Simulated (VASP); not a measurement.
# Relaxed cell of SiC (Moissanite 3C): a test of cutoff and mesh

Aim: test the relaxed volume of SiC (Moissanite 3C) against cutoff and mesh. The starting structure is a measured crystal structure from the Crystallography Open Database. The first relaxation on each setting starts from this cell expanded by 3 % in volume.

Main program and level: VASP 6.6.1; Kohn-Sham DFT with plane waves and PAW; PBEsol.

**1. Set-up**

The structure is cubic, space group F-43m (No. 216). The conventional cell has a = 4.358 Å, b = 4.358 Å, c = 4.358 Å, α = 90.00°, β = 90.00°, γ = 90.00°. Nearest to Si lie 4 C at 1.89 Å. C has 4 Si at 1.89 Å nearest. Farther neighbours are not listed.

Coordinates:

```cif
data_structure
_symmetry_space_group_name_H-M 'P 1'
_symmetry_Int_Tables_number 1
_cell_length_a 3.0816
_cell_length_b 3.0816
_cell_length_c 3.0816
_cell_angle_alpha 60.000
_cell_angle_beta 60.000
_cell_angle_gamma 60.000
_cell_volume 20.69
loop_
_atom_site_label
_atom_site_type_symbol
_atom_site_fract_x
_atom_site_fract_y
_atom_site_fract_z
_atom_site_occupancy
Si1 Si 0.00000 0.00000 0.00000 1
C2 C 0.75000 0.75000 0.75000 1
```

**2. Reference relaxation**

This run starts from the cell of an earlier relaxation, which isn't shown; the restart sets up the plane waves anew.

Contents of INCAR:

```
SYSTEM = SiC
PREC = Accurate
ENCUT = 520
EDIFF = 1E-06
NELM = 100
ISMEAR = 0
SIGMA = 0.03
LREAL = .FALSE.
ALGO = Normal
GGA = PS
NBANDS = 10
LORBIT = 11
LWAVE = .FALSE.
LCHARG = .FALSE.
KPAR = 8
IBRION = 2
NSW = 50
ISIF = 3
EDIFFG = -0.006
```

Contents of POSCAR:

```
SiC
1.0
    0.0000000000      2.1796157001      2.1796157001
    2.1796157001      0.0000000000      2.1796157001
    2.1796157001      2.1796157001      0.0000000000
Si C
1 1
Direct
    0.0000000000      0.0000000000      0.0000000000
    0.7500000000      0.7500000000      0.7500000000
```

Contents of KPOINTS:

```
Automatic mesh
0
Gamma
8 8 8
0 0 0
```

The projector-augmented-wave data sets are Si and C (PBE family, release 64).

Run with:

```sh
$ mpirun -np 8 vasp_std
```

The log of the run:

```text
[banner, memory and clock lines left out]
running    8 mpi-ranks, on    1 nodes
 distrk:  each k-point on    1 cores,    8 groups
 distr:  one band on    1 cores,    1 groups

 POSCAR found type information on POSCAR SiC
 POSCAR found :  2 types and       2 ions
|                                                                             |
|           W    W    AA    RRRRR   N    N  II  N    N   GGGG   !!!           |
|           W    W   A  A   R    R  NN   N  II  NN   N  G    G  !!!           |
|           W    W  A    A  R    R  N N  N  II  N N  N  G       !!!           |
|           W WW W  AAAAAA  RRRRR   N  N N  II  N  N N  G  GGG   !            |
|           WW  WW  A    A  R   R   N   NN  II  N   NN  G    G                |
|           W    W  A    A  R    R  N    N  II  N    N   GGGG   !!!           |
|                                                                             |
|     For optimal performance we recommend to set                             |
|       NCORE = 2 up to number-of-cores-per-socket                            |
|     NCORE specifies how many cores store one orbital (NPAR=cpu/NCORE).      |
|     This setting can greatly improve the performance of VASP for DFT.       |
|     The default, NCORE=1 might be grossly inefficient on modern             |
|     multi-core architectures or massively parallel machines. Do your        |
|     Unfortunately you need to use the default for GW and RPA                |
|     calculations (for HF NCORE is supported but not extensively tested      |
|     yet).                                                                   |
|                                                                             |

|                                                                             |
|               ----> ADVICE to this user running VASP <----                  |
|                                                                             |
|     You enforced a specific xc type in the INCAR file but a different       |
|     [... a line on the potential file left out ...]
|     I HOPE YOU KNOW WHAT YOU ARE DOING!                                     |
|                                                                             |

 LDA part: xc-table for (Slater+PW92), standard interpolation
 POSCAR, INCAR and KPOINTS ok, starting setup
 FFT: planning ... GRIDC
 FFT: planning ... GRID_SOFT
 FFT: planning ... GRID
 WAVECAR not read
 entering main loop
       N       E                     dE             d eps       ncg     rms          rms(c)
DAV:   1     0.410534905698E+01    0.41053E+01   -0.38873E+03   596   0.662E+02
DAV:   2    -0.171031865576E+02   -0.21209E+02   -0.19970E+02   774   0.113E+02
DAV:   3    -0.177072370118E+02   -0.60405E+00   -0.60288E+00   678   0.172E+01
DAV:   4    -0.177098374195E+02   -0.26004E-02   -0.26002E-02   662   0.142E+00
DAV:   5    -0.177098501585E+02   -0.12739E-04   -0.12739E-04   678   0.926E-02    0.873E+00
DAV:   6    -0.159942291649E+02    0.17156E+01   -0.62682E+00   602   0.120E+01    0.392E+00
DAV:   7    -0.159283565251E+02    0.65873E-01   -0.36100E-01   698   0.367E+00    0.176E+00
DAV:   8    -0.159139847241E+02    0.14372E-01   -0.21296E-02   602   0.998E-01    0.159E-01
DAV:   9    -0.159138176648E+02    0.16706E-03   -0.15021E-03   722   0.220E-01    0.110E-01
DAV:  10    -0.159138617826E+02   -0.44118E-04   -0.10808E-04   624   0.713E-02    0.229E-02
DAV:  11    -0.159138619650E+02   -0.18242E-06   -0.11353E-05   668   0.198E-02    0.498E-03
DAV:  12    -0.159138621935E+02   -0.22848E-06   -0.51662E-07   310   0.491E-03
   1 F= -.15913862E+02 E0= -.15913862E+02  d E =-.159139E+02
 curvature:   0.00 expect dE= 0.000E+00 dE for cont linesearch  0.000E+00
 trial: gam= 0.00000 g(F)=  0.986E-47 g(S)=  0.634E-07 ort = 0.000E+00 (trialstep = 0.100E+01)
 search vector abs. value=  0.635E-07
 reached required accuracy - stopping structural energy minimisation
```

Elapsed: 1.2 s, on 8 MPI ranks of Intel Xeon 6975P-C (Granite Rapids), shared host; peak memory 0.98 GiB.

Lines that name or quote the potential files are left out of all logs, and their timing lines are given in words.

From OUTCAR (step 2):

```text
ion  position               nearest neighbor table
   1  0.000  0.000  0.000-   2 1.89   2 1.89   2 1.89   2 1.89
   2  0.750  0.750  0.750-   1 1.89   1 1.89   1 1.89   1 1.89

  LATTYP: Found a face centered cubic cell.
 ALAT       =     4.3592314002

 Subroutine GETGRP returns: Found 24 space group operations
 (whereof 24 operations were pure point group operations)

The static configuration has the point symmetry T_d .

 Found     29 irreducible k-points:

   k-points           NKPTS =     29   k-points in BZ     NKDIM =     29   number of bands    NBANDS=     10

   dimension x,y,z NGX =    24 NGY =   24 NGZ =   24
   dimension x,y,z NGXF=    48 NGYF=   48 NGZF=   48

   ENCUT  =  520.0 eV  38.22 Ry    6.18 a.u.   5.73  5.73  5.73*2*pi/ulx,y,z

   NELECT =       8.0000    total number of electrons

 k-points in reciprocal lattice and weights: Automatic mesh
   0.00000000  0.00000000  0.00000000       0.002
   0.12500000  0.00000000  0.00000000       0.016
   0.25000000  0.00000000  0.00000000       0.016
   0.37500000  0.00000000  0.00000000       0.016
   0.50000000  0.00000000  0.00000000       0.008
   0.12500000  0.12500000  0.00000000       0.012
   0.25000000  0.12500000  0.00000000       0.047
   0.37500000  0.12500000  0.00000000       0.047
   0.50000000  0.12500000  0.00000000       0.047
[...]
-0.37500000  0.50000000  0.12500000       0.023
  -0.25000000  0.50000000  0.25000000       0.012

 average (electrostatic) potential at core
       1 -80.1271       2 -44.9647

 E-fermi :   8.1814

 k-point     1 :       0.0000    0.0000    0.0000
  band No.  band energies     occupation
      1      -7.3699      2.00000
      2       8.0481      2.00000
      3       8.0481      2.00000
      4       8.0481      2.00000
      5      14.2252      0.00000
      6      15.2838      0.00000
      7      15.2838      0.00000
      8      15.2838      0.00000
      9      22.4985      0.00000
    ...

 k-point     2 :       0.1250    0.0000    0.0000
  band No.  band energies     occupation
      1      -7.0642      2.00000
      2       6.5551      2.00000
      3       7.8456      2.00000
      4       7.8456      2.00000
      5      14.4521      0.00000
      6      15.6365      0.00000
      7      15.6365      0.00000
      8      15.8160      0.00000
      9      21.2461      0.00000
    ...

 k-point     3 :       0.2500    0.0000    0.0000
  band No.  band energies     occupation
      1      -6.1693      2.00000
      2       3.7341      2.00000
      3       7.4386      2.00000
      4       7.4386      2.00000
      5      13.9649      0.00000
      6      15.8796      0.00000
      7      15.8796      0.00000
      8      17.3161      0.00000
      9      21.0719      0.00000
    ...

  Total       -0.0009357     -0.0009357     -0.0009357     -0.0000000      0.0000000     -0.0000000
  in kB       -0.0723889     -0.0723889     -0.0723889     -0.0000000      0.0000000     -0.0000000
  external PRESSURE =      -0.0723889 kB  Pullay stress =       0.0000000 kB

  energy-cutoff  :      520.00
  volume of cell :       20.71
      direct lattice vectors                 reciprocal lattice vectors
     0.000000000  2.179615700  2.179615700    -0.229398237  0.229398237  0.229398237
     2.179615700  0.000000000  2.179615700     0.229398237 -0.229398237  0.229398237
     2.179615700  2.179615700  0.000000000     0.229398237  0.229398237 -0.229398237

 POSITION                                       TOTAL-FORCE (eV/Angst)
 -----------------------------------------------------------------------------------
      0.00000      0.00000      0.00000        -0.000000     -0.000000     -0.000000
      3.26942      3.26942      3.26942         0.000000      0.000000      0.000000
 -----------------------------------------------------------------------------------
    total drift:                               -0.000000     -0.000000     -0.000000

  FREE ENERGIE OF THE ION-ELECTRON SYSTEM (eV)
  ---------------------------------------------------
  free  energy   TOTEN  =       -15.9138621935 eV

  energy  without entropy=      -15.9138621935  energy(sigma->0) =      -15.91386219

 reached required accuracy - stopping structural energy minimisation

 total charge
# of ion       s       p       d       tot
------------------------------------------
    1        0.708   0.973   0.000   1.681
    2        0.832   1.699   0.000   2.531
--------------------------------------------------
tot          1.541   2.671   0.000   4.212

[... 3 further parts left out ...]
```

The PAW data sets were made with PBE, which is usual practice but a small mismatch for other functionals. The run keeps the 24 symmetry operations of its start, so it cannot find a distortion of lower symmetry.

The reference relaxation ends at 10.355 Å³ an atom. Pressures at 0.985 and 1.015 times this volume, from two more relaxations that aren't shown, give a bulk modulus of 221.2 GPa.

**3. Relaxation with a cutoff of 400 eV**

Against step 2 the input has ENCUT = 400. This run starts from the cell of an earlier relaxation, which isn't shown; the restart sets up the plane waves anew.

INCAR: that of step 2 with these lines changed.

```diff
@@ -2,3 +2,3 @@
 PREC = Accurate
-ENCUT = 520
+ENCUT = 400
 EDIFF = 1E-06
```

Contents of POSCAR:

```
SiC
1.0
    0.0000000000      2.1766342738      2.1766342738
    2.1766342738      0.0000000000      2.1766342738
    2.1766342738      2.1766342738      0.0000000000
Si C
1 1
Direct
    0.0000000000      0.0000000000      0.0000000000
    0.7500000000      0.7500000000      0.7500000000
```

KPOINTS is that of step 2.

Run with:

```sh
$ mpirun -np 8 vasp_std
```

The log of the run:

```text
[banner, memory and clock lines left out]
running    8 mpi-ranks, on    1 nodes
[...]
[... a notice as in an earlier step ...]

 [... a notice as in an earlier step ...]

 LDA part: xc-table for (Slater+PW92), standard interpolation
 POSCAR, INCAR and KPOINTS ok, starting setup
[...]
entering main loop
       N       E                     dE             d eps       ncg     rms          rms(c)
DAV:   1    -0.992834432592E+00   -0.99283E+00   -0.34739E+03   604   0.536E+02
DAV:   2    -0.172906256600E+02   -0.16298E+02   -0.15532E+02   778   0.100E+02
DAV:   3    -0.177079122577E+02   -0.41729E+00   -0.41601E+00   674   0.137E+01
DAV:   4    -0.177094784691E+02   -0.15662E-02   -0.15661E-02   676   0.104E+00
[...]
DAV:  10    -0.159174833442E+02   -0.42471E-04   -0.10615E-04   630   0.701E-02    0.226E-02
DAV:  11    -0.159174834622E+02   -0.11801E-06   -0.10635E-05   650   0.192E-02    0.488E-03
DAV:  12    -0.159174837099E+02   -0.24775E-06   -0.49154E-07   308   0.472E-03
   1 F= -.15917484E+02 E0= -.15917484E+02  d E =-.159175E+02
[...]
N       E                     dE             d eps       ncg     rms          rms(c)
DAV:   1    -0.159175223680E+02   -0.38906E-04   -0.20211E-03   582   0.312E-01    0.519E-02
DAV:   2    -0.159174856890E+02    0.36679E-04   -0.86496E-05   596   0.520E-02    0.262E-02
DAV:   3    -0.159174782670E+02    0.74220E-05   -0.13082E-05   622   0.216E-02    0.664E-03
DAV:   4    -0.159174774500E+02    0.81699E-06   -0.18808E-06   548   0.683E-03
   2 F= -.15917477E+02 E0= -.15917477E+02  d E =0.625994E-05
 trial-energy change:    0.000006  1 .order    0.000008   -0.000109    0.000124
 step:   0.4667(harm=  0.4667)  dis= 0.00000  next Energy=   -15.917509 (dE=-0.254E-04)
[...]
N       E                     dE             d eps       ncg     rms          rms(c)
DAV:   1    -0.159175243560E+02   -0.46089E-04   -0.57698E-04   586   0.166E-01    0.285E-02
DAV:   2    -0.159175135216E+02    0.10834E-04   -0.25224E-05   594   0.280E-02    0.146E-02
DAV:   3    -0.159175108865E+02    0.26351E-05   -0.37476E-06   594   0.116E-02    0.379E-03
DAV:   4    -0.159175102981E+02    0.58840E-06   -0.52151E-07   296   0.365E-03
   3 F= -.15917510E+02 E0= -.15917510E+02  d E =-.265882E-04
[...]
reached required accuracy - stopping structural energy minimisation
```

Elapsed: 1.4 s, on 8 MPI ranks; peak memory 0.89 GiB; 7.5 s of CPU time.

From OUTCAR (step 3):

```text
  Total        0.0001714      0.0001714      0.0001714     -0.0000000      0.0000000     -0.0000000
  in kB        0.0133343      0.0133343      0.0133343     -0.0000000      0.0000000     -0.0000000
  external PRESSURE =       0.0133343 kB  Pullay stress =       0.0000000 kB

 POSITION                                       TOTAL-FORCE (eV/Angst)
 -----------------------------------------------------------------------------------
      0.00000      0.00000      0.00000         0.000000      0.000000      0.000000
      3.26353      3.26353      3.26353        -0.000000     -0.000000     -0.000000
 -----------------------------------------------------------------------------------
    total drift:                                0.000000      0.000000      0.000000

  FREE ENERGIE OF THE ION-ELECTRON SYSTEM (eV)
  ---------------------------------------------------
  free  energy   TOTEN  =       -15.9175102981 eV

  energy  without entropy=      -15.9175102981  energy(sigma->0) =      -15.91751030

[... 2 parts as in an earlier step ...]

[... 2 further parts left out ...]
[key lines of the parts left out:]
E-fermi :   8.2443
```

With a cutoff of 400 eV the cell ends at 10.299 Å³ an atom, -0.54 % from the reference; the bulk modulus is 224.3 GPa against 221.2 GPa.

**4. Relaxation with a 5×5×5 mesh**

Against step 2 the input has a 5×5×5 mesh. This run starts from the cell of an earlier relaxation, which isn't shown; the restart sets up the plane waves anew.

INCAR: that of step 3 with these lines changed.

```diff
@@ -2,3 +2,3 @@
 PREC = Accurate
-ENCUT = 400
+ENCUT = 520
 EDIFF = 1E-06
```

Contents of POSCAR:

```
SiC
1.0
    0.0000000000      2.1800029361      2.1800029361
    2.1800029361      0.0000000000      2.1800029361
    2.1800029361      2.1800029361      0.0000000000
Si C
1 1
Direct
    0.0000000000      0.0000000000      0.0000000000
    0.7500000000      0.7500000000      0.7500000000
```

Contents of KPOINTS:

```
Automatic mesh
0
Gamma
5 5 5
0 0 0
```

Run with:

```sh
$ mpirun -np 8 vasp_std
```

The log of the run:

```text
[... set-up lines as in an earlier step ...]
 entering main loop
       N       E                     dE             d eps       ncg     rms          rms(c)
DAV:   1     0.120504524897E+01    0.12050E+01   -0.38204E+03   208   0.667E+02
DAV:   2    -0.171244874303E+02   -0.18330E+02   -0.17034E+02   260   0.103E+02
DAV:   3    -0.176933706455E+02   -0.56888E+00   -0.56767E+00   236   0.161E+01
DAV:   4    -0.176957709149E+02   -0.24003E-02   -0.24000E-02   226   0.130E+00
[...]
DAV:  10    -0.158779396673E+02   -0.47951E-04   -0.11084E-04   218   0.707E-02    0.230E-02
DAV:  11    -0.158779397141E+02   -0.46793E-07   -0.12917E-05   210   0.205E-02    0.494E-03
DAV:  12    -0.158779399434E+02   -0.22937E-06   -0.65139E-07   106   0.539E-03
   1 F= -.15877940E+02 E0= -.15877940E+02  d E =-.158779E+02
[...]
reached required accuracy - stopping structural energy minimisation
```

It took 1 s on 8 MPI ranks; peak memory 0.94 GiB.

From OUTCAR (step 4):

```text
  Total       -0.0009428     -0.0009428     -0.0009428     -0.0000000      0.0000000      0.0000000
  in kB       -0.0728977     -0.0728977     -0.0728977     -0.0000000      0.0000000      0.0000000
  external PRESSURE =      -0.0728977 kB  Pullay stress =       0.0000000 kB

 POSITION                                       TOTAL-FORCE (eV/Angst)
 -----------------------------------------------------------------------------------
      0.00000      0.00000      0.00000         0.000000      0.000000      0.000000
      3.27000      3.27000      3.27000        -0.000000     -0.000000     -0.000000
 -----------------------------------------------------------------------------------
    total drift:                               -0.000000     -0.000000     -0.000000

  FREE ENERGIE OF THE ION-ELECTRON SYSTEM (eV)
  ---------------------------------------------------
  free  energy   TOTEN  =       -15.8779399434 eV

  energy  without entropy=      -15.8779399434  energy(sigma->0) =      -15.87793994

[... 1 part as in an earlier step ...]

[... 3 further parts left out ...]
[key lines of the parts left out:]
E-fermi :   8.2634
```

With a 5×5×5 mesh the cell ends at 10.360 Å³ an atom, +0.05 % from the reference; the bulk modulus is 221.4 GPa against 221.2 GPa.

(Continued in part 2 of 2.)

[Lines on the potential files, build, host, timing and source positions are cut from VASP's logs without a mark.]

[Logs are printed without paths, hosts, clocks, repeated set-up lines and the standing remarks that a program may print on its own settings, such as how far it seeks lower states.]

[Hosts, paths, dates, database ids (printed as entryN), source tags and the programs' standing remarks are cut or masked in the printed files.]
